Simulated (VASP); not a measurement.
# Hf: band structure with vdW-DF2

Hf:

```
CELL_PARAMETERS angstrom
-1.78061 1.78061 1.78061
1.78061 -1.78061 1.78061
1.78061 1.78061 -1.78061
ATOMIC_POSITIONS crystal
Hf 0.00000 0.00000 0.00000
```

This isn't the form of Hf at room conditions, which is hcp.

The cell isn't the ideal one: volume scaled by 0.96.

* Program: VASP 6.6.1
* Task: band structure
* Functional: vdW-DF2
* Potentials or basis: VASP PAW PBE potentials, release 64 (Hf_pv)
* Cutoff: 520 eV
* k mesh: 10 × 10 × 10
* Occupations: methfessel-paxton, width 0.1 eV
* Spin: no spin polarisation
* Further INCAR settings: ALGO = Normal; EDIFF = 1e-06; NBANDS = 11

The pressure is 3.4 GPa and the band gap along the path is none (metal or under the smearing width).

Levels at the corners of the path, in eV from the Fermi level:
```
point  band 1  band 2  band 3  band 4  band 5  band 6  band 7  band 8  band 9  band 10
    Γ  -29.90  -29.90  -29.90   -6.97    1.43    1.43    1.43    4.13    4.13    12.76
    H  -30.46  -30.46  -30.46   -2.59   -2.59    6.53    6.53    6.53    7.29     7.29
    H  -30.46  -30.46  -30.46   -2.59   -2.59    6.53    6.53    6.53    7.29     7.29
    N  -30.69  -30.16  -29.90   -3.36   -0.54    1.13    3.97    4.93    7.33     9.87
    N  -30.69  -30.16  -29.90   -3.36   -0.54    1.13    3.97    4.93    7.33     9.87
    Γ  -29.90  -29.90  -29.90   -6.97    1.43    1.43    1.43    4.13    4.13    12.76
    Γ  -29.90  -29.90  -29.90   -6.97    1.43    1.43    1.43    4.13    4.13    12.76
    P  -30.30  -30.30  -30.30   -0.65   -0.65   -0.65    5.08    5.08    5.56    11.23
    P  -30.30  -30.30  -30.30   -0.65   -0.65   -0.65    5.08    5.08    5.56    11.23
    H  -30.46  -30.46  -30.46   -2.59   -2.59    6.53    6.53    6.53    7.29     7.29
    P  -30.30  -30.30  -30.30   -0.65   -0.65   -0.65    5.08    5.08    5.56    11.23
    N  -30.69  -30.16  -29.90   -3.36   -0.54    1.13    3.97    4.93    7.33     9.87
```

It took 40 s on 1 thread of Intel(R) Xeon(R) Platinum 8175M CPU @ 2.50GHz (Skylake/Cascade Lake) (shared host), peak memory 0.27 GiB.

Caveat: the PAW data sets were made with another functional, which shifts forces and pressure a little; spin-orbit coupling is left out, which moves the levels of the heavy elements.
